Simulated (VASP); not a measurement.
# ZrSe2 (P-3m1) in VASP: further runs

One crystal, ZrSe2, is run at these levels: PBE+D3(BJ), rev-vdW-DF2; tasks: relaxation of cell and atoms.

Everything below comes from runs of VASP 6.6.1. Logs are shortened: lines on timing, memory, paths and dates and some standing lists are left out, and cuts for length are marked.

## 1. The structure

The structure is trigonal, space group P-3m1 (No. 164). Conventional cell: a = 3.740 Å, b = 3.740 Å, c = 6.028 Å, α = 90.00°, β = 90.00°, γ = 120.00°. Zr (site symmetry -3m) has 6 Se at 2.69 Å as nearest neighbours. Se (site symmetry 3m) is surrounded by 3 Zr at 2.69 Å.

## 2. Relaxation of cell and atoms, PBE+D3(BJ)

Input file INCAR:

```
PREC = Accurate
ENCUT = 600
EDIFF = 1E-7
ISMEAR = 0
SIGMA = 0.03
LREAL = False
LASPH = True
NELM = 80
ALGO = Normal
ISIF = 3
LWAVE = False
LCHARG = False
GGA = PE
IVDW = 12
IBRION = 2
NSW = 90
EDIFFG = -0.005
```

Input file KPOINTS:

```
regular mesh
0
Gamma
  9 9 5
```

Input file POSCAR:

```
ZrSe2                                   
1.0
    3.7403502372      0.0000000000     -0.0000000000
   -1.8701751186      3.2392383245     -0.0000000000
    0.0000000000     -0.0000000000      6.0280665154
  Zr              Se            
     1     2
Direct
     0.0000000000000000    0.0000000000000000    0.0000000000000000
     0.3333333332999970    0.6666666667000030    0.2649979776188097
     0.6666666667000030    0.3333333332999970    0.7350020223811904
```

Potentials or basis: VASP PAW PBE potentials, release 64 (Zr_sv, Se).

Launch:

```
cat potpaw_PBE.64/Zr_sv/POTCAR potpaw_PBE.64/Se/POTCAR > POTCAR
mpirun -np 1 vasp_std > vasp.out
```

OUTCAR:

```text
PREC = Accurate
   ENCUT = 600
   EDIFF = 1E-7
   ISMEAR = 0
   LREAL = False
   LASPH = True
   NELM = 80
   ISIF = 3
   GGA = PE
   IVDW = 12
   IBRION = 2
   NSW = 90
   EDIFFG = -0.005
 IVDW          = 12

 ion  position               nearest neighbor table
   1  0.000  0.000  0.000-   2 2.69   3 2.69   3 2.69   2 2.69   3 2.69   2 2.69
   2  0.333  0.667  0.265-   1 2.69   1 2.69   1 2.69
   3  0.667  0.333  0.735-   1 2.69   1 2.69   1 2.69

  LATTYP: Found a hexagonal cell.
 ALAT       =     3.7403502372
 C/A-ratio  =     1.6116315674

  Lattice vectors:

 A1 = (   3.7403502372,   0.0000000000,   0.0000000000)
 A2 = (  -1.8701751186,   3.2392383245,   0.0000000000)
 A3 = (   0.0000000000,   0.0000000000,   6.0280665154)

Analysis of symmetry for initial positions (statically):
=====================================================================
 Subroutine PRICEL returns:
 Original cell was already a primitive cell.

 Routine SETGRP: Setting up the symmetry group for a
 hexagonal supercell.

 Subroutine GETGRP returns: Found 12 space group operations
 (whereof 12 operations were pure point group operations)
 out of a pool of 24 trial point group operations.

The static configuration has the point symmetry D_3d.

Analysis of symmetry for dynamics (positions and initial velocities):
=====================================================================
 Subroutine PRICEL returns:
 Original cell was already a primitive cell.

 Routine SETGRP: Setting up the symmetry group for a
 hexagonal supercell.

 Subroutine GETGRP returns: Found 12 space group operations
 (whereof 12 operations were pure point group operations)
 out of a pool of 24 trial point group operations.

The dynamic configuration has the point symmetry D_3d.

 Subroutine INISYM returns: Found 12 space group operations
 (whereof 12 operations are pure point group operations),
 and found     1 'primitive' translations

----------------------------------------------------------------------------------------

                                     Primitive cell

  volume of cell :      73.0354

  direct lattice vectors                    reciprocal lattice vectors
     3.740350237  0.000000000  0.000000000     0.267354642  0.154357275  0.000000000
    -1.870175119  3.239238325  0.000000000     0.000000000  0.308714549  0.000000000
     0.000000000  0.000000000  6.028066515     0.000000000  0.000000000  0.165890671

  length of vectors
     3.740350237  3.740350237  6.028066515     0.308714549  0.308714549  0.165890671

  position of ions in fractional coordinates (direct lattice)
     0.000000000  0.000000000  0.000000000
     0.333333333  0.666666667  0.264997978
     0.666666667  0.333333333  0.735002022

  ion indices of the primitive-cell ions
   primitive index   ion index
                 1           1
                 2           2
                 3           3

----------------------------------------------------------------------------------------

 KPOINTS: regular mesh

Automatic generation of k-mesh.
 Grid dimensions read from file:
 generate k-points for:    9    9    5

 Generating k-lattice:

  Cartesian coordinates                     Fractional coordinates (reciprocal lattice)
     0.029706071  0.017150808  0.000000000     0.111111111  0.000000000  0.000000000
     0.000000000  0.034301617  0.000000000     0.000000000  0.111111111  0.000000000
     0.000000000  0.000000000  0.033178134     0.000000000  0.000000000  0.200000000

  Length of vectors
     0.034301617  0.034301617  0.033178134

  Shift w.r.t. Gamma in fractional coordinates (k-lattice)
     0.000000000  0.000000000  0.000000000

 Subroutine IBZKPT returns following result:
 ===========================================

 Found     50 irreducible k-points:

 Following reciprocal coordinates:
            Coordinates               Weight
  0.000000  0.000000  0.000000      1.000000
  0.111111  0.000000  0.000000      6.000000
  0.222222  0.000000  0.000000      6.000000
  0.333333  0.000000  0.000000      6.000000
  0.444444  0.000000  0.000000      6.000000
  0.111111  0.111111  0.000000      6.000000
[... 16 lines left out ...]
  0.222222  0.111111  0.200000     12.000000
 -0.111111  0.333333  0.200000     12.000000
 [... further k-points ...]
   k-points           NKPTS =     50   k-points in BZ     NKDIM =     50   number of bands    NBANDS=     16
   number of dos      NEDOS =    301   number of ions     NIONS =      3
   total plane-waves  NPLWV =  43200
   dimension x,y,z NGX =    30 NGY =   30 NGZ =   48
   dimension x,y,z NGXF=    60 NGYF=   60 NGZF=   96
   ions per type =               1   2
   NGX,Y,Z   is equivalent  to a cutoff of  13.33, 13.33, 13.24 a.u.
   NGXF,Y,Z  is equivalent  to a cutoff of  26.67, 26.67, 26.48 a.u.
 SYSTEM =  unknown system
   PREC   = accura    normal or accurate (medium, high low for compatibility)
   ISTART =      0    job   : 0-new  1-cont  2-samecut
   ICHARG =      2    charge: 1-file 2-atom 10-const
   ISPIN  =      1    spin polarized calculation?
   LNONCOLLINEAR =      F non collinear calculations
   LSORBIT =      F    spin-orbit coupling
   LASPH  =      T    aspherical Exc in radial PAW
   ENCUT  =  600.0 eV  44.10 Ry    6.64 a.u.   7.47  7.47 12.04*2*pi/ulx,y,z
   NELM   =     80;   NELMIN=  2; NELMDL= -5     # of ELM steps
   EDIFF  = 0.1E-06   stopping-criterion for ELM
   LREAL  =      F    real-space projection
   EDIFFG = -.5E-02   stopping-criterion for IOM
   NSW    =     90    number of steps for IOM
   IBRION =      2    ionic relax: 0-MD 1-quasi-New 2-CG
   NFREE  =      1    steps in history (QN), initial steepest desc. (CG)
   ISIF   =      3    stress and relaxation
   ISYM   =      2    0-nonsym 1-usesym 2-fastsym
   POTIM  = 0.5000    time-step for ionic-motion
   TEBEG  =    0.0;   TEEND  =   0.0 temperature during run
   PSTRESS=    0.0 pullay stress
   NELECT =      24.0000    total number of electrons
   NUPDOWN=      -1.0000    fix difference up-down
   EMIN   =  10.00;   EMAX   =-10.00  energy-range for DOS
   EFERMI =   0.00;   METHOD = LEGACY
   ISMEAR =     0;   SIGMA  =   0.03  broadening in eV -4-tet -1-fermi 0-gaus
   EFERMI_NEDOS =   21; number of points for ismear=-14 and -15
   IALGO  =     38    algorithm
   IMIX   =      4    mixing-type and parameters
     AMIX     =   0.40;   BMIX     =  1.00
     AMIX_MAG =   1.60;   BMIX_MAG =  1.00
  volume/ion in A,a.u.               =      24.35       164.29
  Fermi-wavevector in a.u.,A,eV,Ry     =   1.129711  2.134845 17.364406  1.276248
  Thomas-Fermi vector in A             =   2.266406
   LORBIT       =      0    0 simple, 1 ext, 2 COOP (PROOUT), +10 PAW based schemes
   GGA     = PE    functional components
   LHFCALC =     F    Hartree Fock is set to
   AEXX    =    0.0000 exact exchange contribution
   IVDW    =    12    specifies the selected vdW correction
   LEPSILON=     F    determine dielectric tensor
   LRPA    =     F    only Hartree local field effects (RPA)
 conjugate gradient relaxation of ions
 non-spin polarized calculation
 Gauss-broadening in eV      SIGMA  =   0.03
  energy-cutoff  :      600.00
  volume of cell :       73.04
 maximum number of plane-waves:      2463
 NGX is ok and might be reduce to    30
   NGX = 15   NGY = 15   NGZ = 25

--------------------------------------- Ionic step        1  -------------------------------------------

 number of electron      24.0000001 magnetization

 Free energy of the ion-electron system (eV)
  ---------------------------------------------------
  ext. energy  EPLUGINS =         0.00000000
  ---------------------------------------------------
  free energy    TOTEN  =       -19.52673144 eV

  energy without entropy =      -19.52663500  energy(sigma->0) =      -19.52668322

------------------------ aborting loop because EDIFF is reached ----------------------------------------

 Edisp (eV)   -1.21589

 E8    (eV) :    -0.5478

  FORCE on cell =-STRESS in cart. coord.  units (eV):
  Direction    XX          YY          ZZ          XY          YZ          ZX
  --------------------------------------------------------------------------------------
  -------------------------------------------------------------------------------------
  Total      -0.02422    -0.02422     0.01789     0.00000     0.00000     0.00000
  in kB      -0.53128    -0.53128     0.39236     0.00000     0.00000     0.00000
  external pressure =       -0.22 kB  Pullay stress =        0.00 kB
[... 145 lines left out ...]
  energy  without entropy=      -20.7425439589  energy(sigma->0) =      -20.74259090

--------------------------------------- Ionic step        5  -------------------------------------------

 number of electron      24.0000001 magnetization

 Free energy of the ion-electron system (eV)
  ---------------------------------------------------
  ext. energy  EPLUGINS =         0.00000000
  ---------------------------------------------------
  free energy    TOTEN  =       -19.52642928 eV

  energy without entropy =      -19.52633467  energy(sigma->0) =      -19.52638197

 E-fermi :   5.0356     XC(G=0):  -9.7882

 val. band max:        5.0227059747   @ k =   0.0000   0.0000   0.0000
 cond. band min:       5.0715070648   @ k =   0.0000   0.4444   0.4000
 fundamental gap:      0.0488010901
 Fermi energy:         5.0356023064

 k-point     1 :       0.0000    0.0000    0.0000
  band No.  band energies     occupation
      1     -44.5647      2.00000
      2     -22.6223      2.00000
      3     -22.5021      2.00000
      4     -22.5021      2.00000
      5      -8.5397      2.00000
      6      -7.1363      2.00000
[... 8 lines left out ...]
     15       6.2444      0.00000
     16       8.9698      0.00000
[... 420 lines left out ...]
  band No.  band energies     occupation
      1     -44.5553      2.00000
      2     -22.6302      2.00000
      3     -22.5901      2.00000
      4     -22.5388      2.00000
      5      -7.8175      2.00000
      6      -7.2171      2.00000
[... 8 lines left out ...]
     15       7.7015      0.00000
     16       8.5280      0.00000

 [... further k-points ...]

------------------------ aborting loop because EDIFF is reached ----------------------------------------

 Edisp (eV)   -1.21621

 E8    (eV) :    -0.5480

  FORCE on cell =-STRESS in cart. coord.  units (eV):
  Direction    XX          YY          ZZ          XY          YZ          ZX
  --------------------------------------------------------------------------------------
  -------------------------------------------------------------------------------------
  Total      -0.00076    -0.00076    -0.00083    -0.00000     0.00000     0.00000
  in kB      -0.01658    -0.01658    -0.01814    -0.00000     0.00000     0.00000
  external pressure =       -0.02 kB  Pullay stress =        0.00 kB
[... 18 lines left out ...]
  FREE ENERGIE OF THE ION-ELECTRON SYSTEM (eV)
  ---------------------------------------------------
  free  energy   TOTEN  =       -20.7426383371 eV

  energy  without entropy=      -20.7425437330  energy(sigma->0) =      -20.74259104

 reached required accuracy - stopping structural energy minimisation
```

Wall time 2.5 min (1 thread of Intel Xeon Platinum 8259CL at 2.50GHz (Skylake/Cascade Lake), shared host); peak memory 0.26 GiB.

Results:

* Free energy: -20.7426 eV
* Relaxed volume: 24.34 Å³/atom
* Relaxed cell: a = 3.739 Å, b = 3.739 Å, c = 6.032 Å, α = 90.00°, β = 90.00°, γ = 120.00°
* Space group after relaxing (to 0.05 Å): P-3m1 (No. 164)
* Energy gained by relaxing: 0.0 meV/atom
* Ionic steps: 5
* Pressure after relaxing: 0.0 GPa
* Band gap on the k mesh: 0.05 eV, indirect (least direct gap 0.94 eV)
* Dispersion energy per atom: -0.405 eV

Forces in eV/Å, atoms in the order of the input:
```
Zr   0.000  0.000  0.000
Se   0.000  0.000 -0.003
Se   0.000  0.000  0.003
```

Final structure:
```
Zr Se
1.0
     3.73854    0.00000    0.00000
    -1.86927    3.23767    0.00000
     0.00000    0.00000    6.03219
Zr Se
1 2
Direct
  0.00000 0.00000 0.00000
  0.33333 0.66667 0.26500
  0.66667 0.33333 0.73500
```

Caveat: an odd mesh through Γ misses points on the zone boundary, where band edges often lie.

## 3. Relaxation of cell and atoms, rev-vdW-DF2

This run uses another cell than the first one, of 25.78 Å³/atom, 1.059 times its volume.

Input file INCAR:

```
SYSTEM = ZrSe2
AGGAC = 0.0 ; ALGO = Normal
EDIFF = 1E-6 ; EDIFFG = -0.01
ENCUT = 600 ; GGA = MK
IBRION = 2 ; ISIF = 3
ISMEAR = 0 ; LASPH = .True.
LCHARG = .False. ; LREAL = .False.
LUSE_VDW = .True. ; LWAVE = .False.
NELM = 80 ; NSW = 90
PARAM1 = 0.1234 ; PARAM2 = 0.711357
PREC = Accurate ; SIGMA = 0.03
ZAB_VDW = -1.8867
```

Input file KPOINTS:

```
k-points
0
Gamma
  9 9 5
  0 0 0
```

Input file POSCAR:

```
ZrSe2
1.0
    3.7980000000      0.0000000000      0.0000000000
   -1.8990000000      3.2891644836      0.0000000000
    0.0000000000      0.0000000000      6.1920000000
Zr Se
1 2
Direct
    0.0000000000      0.0000000000      0.0000000000
    0.3333333333      0.6666666667      0.2500000000
    0.6666666667      0.3333333333      0.7500000000
```

Potentials or basis: VASP PAW PBE potentials, release 64 (Zr_sv, Se).

Launch:

```
cat potpaw_PBE.64/Zr_sv/POTCAR potpaw_PBE.64/Se/POTCAR > POTCAR
mpirun -np 1 vasp_std > vasp.out
```

Run time: 17 min. Hardware: 1 thread of Intel Xeon Platinum 8488C (Sapphire Rapids), shared host; peak memory 0.52 GiB.

The run converged. Its results:

```
Free energy                            : -14.5810 eV
Relaxed volume                         : 25.18 Å³/atom
Relaxed cell                           : a = 3.767 Å, b = 3.767 Å, c = 6.146 Å, α = 90.00°, β = 90.00°, γ = 120.00°
Space group after relaxing (to 0.05 Å) : P-3m1 (No. 164)
Energy gained by relaxing              : 5.8 meV/atom
Ionic steps                            : 18
Pressure after relaxing                : 0.0 GPa
Largest force after relaxing           : 0.003 eV/Å
Band gap on the k mesh                 : 0.20 eV, indirect (least direct gap 1.00 eV)
```

Forces on the atoms (eV/Å):
```
Zr   0.000  0.000  0.000
Se   0.000  0.000 -0.003
Se   0.000  0.000  0.003
```

The path:
```
step  energy change (eV)  largest force (eV/Å)  pressure (GPa)  volume (Å³)
   1              0.0000                0.3553            0.63        77.35
   2             -0.0072                0.0180           -1.21        78.48
   3             -0.0082                0.0757           -0.76        78.19
   4             -0.0133                0.0578           -0.26        77.29
   5             -0.0136                0.0517           -0.09        77.02
   6             -0.0144                0.0635            0.00        76.79
   7             -0.0159                0.0970            0.29        76.08
   8             -0.0141                0.1614            0.94        74.67
   9             -0.0161                0.1163            0.46        75.72
  10             -0.0164                0.1030            0.39        75.71
  11             -0.0171                0.0624            0.17        75.68
  12             -0.0170                0.0172           -0.24        75.60
  13             -0.0173                0.0278           -0.02        75.64
  14             -0.0173                0.0251           -0.03        75.64
  15             -0.0173                0.0214           -0.03        75.63
  16             -0.0175                0.0119           -0.03        75.59
  17             -0.0175                0.0081           -0.04        75.51
  18             -0.0175                0.0033           -0.02        75.53
```

Final structure:
```
CELL_PARAMETERS angstrom
3.76695 0.00000 0.00000
-1.88347 3.26227 0.00000
0.00000 0.00000 6.14632
ATOMIC_POSITIONS crystal
Zr 0.00000 0.00000 0.00000
Se 0.33333 0.66667 0.25945
Se 0.66667 0.33333 0.74055
```

Levels at points of the mesh, in eV from the valence-band top:
```csv
k point,band 10,band 11,band 12,band 13,band 14,band 15
"(0.00, 0.00, 0.00)",-0.04,-0.04,0.00,1.00,1.00,1.34
```

Caveat: the PAW data sets were made with another functional, which shifts forces and pressure a little; an odd mesh through Γ misses points on the zone boundary, where band edges often lie.

## 4. Relaxation of cell and atoms, rev-vdW-DF2

This run uses another cell than the first one, of 25.18 Å³/atom, 1.034 times its volume.

INCAR, as its differences from that of step 3:

```diff
@@ -2,3 +2,3 @@
 AGGAC = 0.0 ; ALGO = Normal
-EDIFF = 1E-6 ; EDIFFG = -0.01
+EDIFF = 1E-7 ; EDIFFG = -0.005
 ENCUT = 600 ; GGA = MK
```

KPOINTS is that of step 3.

Input file POSCAR:

```
ZrSe2                                   
1.0
    3.7669451904     -0.0000000000     -0.0000000000
   -1.8834725952      3.2622702296      0.0000000000
    0.0000000000     -0.0000000000      6.1463229419
  Zr              Se            
     1     2
Direct
     0.0000000000000000    0.0000000000000000    0.0000000000000000
     0.3333333332999970    0.6666666667000030    0.2594487862391846
     0.6666666667000030    0.3333333332999970    0.7405512137608156
```

Launch:

```
cat potpaw_PBE.64/Zr_sv/POTCAR potpaw_PBE.64/Se/POTCAR > POTCAR
mpirun -np 1 vasp_std > vasp.out
```

It took 3.5 min on 1 thread of Intel Xeon Platinum 8488C (Sapphire Rapids), shared host; peak memory 0.5 GiB.

It converged, with:

```
Free energy                            : -14.5809 eV
Relaxed volume                         : 25.17 Å³/atom
Relaxed cell                           : a = 3.767 Å, b = 3.767 Å, c = 6.145 Å, α = 90.00°, β = 90.00°, γ = 120.00°
Space group after relaxing (to 0.05 Å) : P-3m1 (No. 164)
Energy gained by relaxing              : 0.0 meV/atom
Ionic steps                            : 3
Pressure after relaxing                : 0.0 GPa
Band gap on the k mesh                 : 0.20 eV, indirect (least direct gap 1.00 eV)
```

Final structure:
```cif
data_structure
_symmetry_space_group_name_H-M 'P 1'
_symmetry_Int_Tables_number 1
_cell_length_a 3.7667
_cell_length_b 3.7667
_cell_length_c 6.1453
_cell_angle_alpha 90.000
_cell_angle_beta 90.000
_cell_angle_gamma 120.000
_cell_volume 75.51
loop_
_atom_site_label
_atom_site_type_symbol
_atom_site_fract_x
_atom_site_fract_y
_atom_site_fract_z
_atom_site_occupancy
Zr1 Zr 0.00000 0.00000 0.00000 1
Se1 Se 0.33333 0.66667 0.25944 1
Se2 Se 0.66667 0.33333 0.74056 1
```

Levels at points of the mesh, in eV from the valence-band top:
```tsv
k point	band 8	band 9	band 10	band 11	band 12	band 13	band 14	band 15	band 16
(0.00, 0.00, 0.00)	-2.64	-2.64	-0.04	-0.04	0.00	1.00	1.00	1.34	4.07
```

Caveat: the PAW data sets were made with another functional, which shifts forces and pressure a little; an odd mesh through Γ misses points on the zone boundary, where band edges often lie.
